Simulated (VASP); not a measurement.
# InP: G0W0 on PBE, by spin-orbit coupling

InP, F-43m (no. 216), 2 atoms in the cell.

| Spin-orbit coupling | Quasiparticle gap on the mesh (eV) | Gap of the starting point on the mesh (eV) | Quasiparticle gap at the zone centre (eV) | Starting gap at the zone centre (eV) | Correction of the gap between the band edges on the mesh (eV) | Time (s) |
|---|---|---|---|---|---|---|
| no | 1.19 | 0.67 | 1.19 | 0.67 | 0.52 | 24 |
| yes | 1.16 | 0.64 | 1.16 | 0.64 | 0.52 | 125 |

Limits: row 1: spin-orbit coupling is left out, which changes the gap somewhat with In; the mesh is coarse: neither the gap nor the screening is converged.

## Input of the first row

INCAR.step1:
```
PREC = Accurate
ENCUT = 350
ISMEAR = 0
SIGMA = 0.05
LASPH = T
LREAL = F
GGA = PE
ALGO = Normal
EDIFF = 1E-8
NELM = 150
LWAVE = T
LCHARG = F
KPAR = 4
```

INCAR.step2, as INCAR.step1 but for:
```
- ALGO = Normal
- NELM = 150
+ ALGO = Exact
+ NELM = 1
+ ISTART = 1
+ NBANDS = 144
+ LOPTICS = T
```

INCAR.step3:
```
PREC = Accurate
ENCUT = 350
ISMEAR = 0
SIGMA = 0.05
LASPH = T
LREAL = F
GGA = PE
ALGO = EVGW0
NBANDS = 144
NBANDSGW = 13
ENCUTGW = 130
NOMEGA = 48
PRECFOCK = Fast
ISTART = 1
LWAVE = F
LCHARG = F
NELMGW = 1
KPAR = 4
```

KPOINTS:
```
k-points
0
Gamma
  3 3 3
```

POSCAR:
```
InP
1.0
    0.0000000000      2.9305000000      2.9305000000
    2.9305000000      0.0000000000      2.9305000000
    2.9305000000      2.9305000000      0.0000000000
In P
1 1
Direct
    0.0000000000      0.0000000000      0.0000000000
    0.7500000000      0.7500000000      0.7500000000
```

Commands (each step's output is kept before the next begins):
```
cat potpaw_PBE.64/In_d_GW/POTCAR potpaw_PBE.64/P_GW/POTCAR > POTCAR
cp INCAR.step1 INCAR
mpirun -np 4 vasp_std > vasp.out
cp INCAR.step2 INCAR
mpirun -np 4 vasp_std > vasp.out
cp INCAR.step3 INCAR
mpirun -np 4 vasp_std > vasp.out
```

Changes of the last row against the first:
```
(step 1)
+ LSORBIT = True
+ GGA_COMPAT = False
+ MAGMOM = 0 0 0 0 0 0
(step 2)
- NBANDS = 144
+ LSORBIT = True
+ GGA_COMPAT = False
+ MAGMOM = 0 0 0 0 0 0
+ NBANDS = 288
(step 3)
- NBANDS = 144
- NBANDSGW = 13
+ LSORBIT = True
+ GGA_COMPAT = False
+ MAGMOM = 0 0 0 0 0 0
+ NBANDS = 288
+ NBANDSGW = 26
- vasp_std
+ vasp_ncl
```

VASP 6.6.1 took 24 s on 4 cores (Intel Xeon Platinum 8259CL @ 2.50GHz (Skylake/Cascade Lake)), a shared host.
